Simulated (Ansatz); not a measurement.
# Rigid cleavage in HfO2

Computed with Ansatz 0.2.0, DFT r2SCAN, scalar-relativistic, plane waves, PAW. Cutoff 500 eV, Γ-centred 5×7×3 k-points, Gaussian smearing of 0.05 eV. Spin–orbit coupling is left out, which matters for the heavy elements here. No spin polarisation. Energies are free energies at this smearing, counted from the undisturbed cell; pressure is positive in compression.

Reference structure (relaxed at this level; this rutile-type form isn't the usual structure):

```
Hf O
1.0
     0.00000   -4.83820    0.00000
     0.00000    0.00000   -3.22035
     9.67641    0.00000    0.00000
Hf O
4 8
Direct
  0.00000 0.00000 0.04875
  0.00000 0.00000 0.54875
  0.50000 0.50000 0.79875
  0.50000 0.50000 0.29875
  0.19492 0.50000 0.64621
  0.19492 0.50000 0.14621
  0.69492 0.00000 0.70129
  0.69492 0.00000 0.20129
  0.30508 0.00000 0.89621
  0.30508 0.00000 0.39621
  0.80508 0.50000 0.95129
  0.80508 0.50000 0.45129
```

The cut lies on the cell's a–b face, a (1 0 0) plane (indices in the standard cell, whose axes needn't be the Cartesian ones shown) of area 15.58 Å², between layers 0.94 Å apart. Vector c is lengthened by d along the normal with the atoms' Cartesian places fixed: one unrelaxed cut a cell.

```tsv
d (Å)	energy (J/m²)
0.00	0.00
0.50	1.92
1.00	5.68
3.00	12.72
```

Task: Predict the gap on the mesh (eV) at each point.

Result:
```tsv
d (Å)	gap on the mesh (eV)
0.00	4.53
0.50	2.58
1.00	0.53
3.00	0.00
```
Where the gap reads zero the k-mesh, chosen for the insulator, is on the coarse side.

Cost: 4 runs of about 10 core-minutes in all, on Arm Neoverse V1 (shared hosts).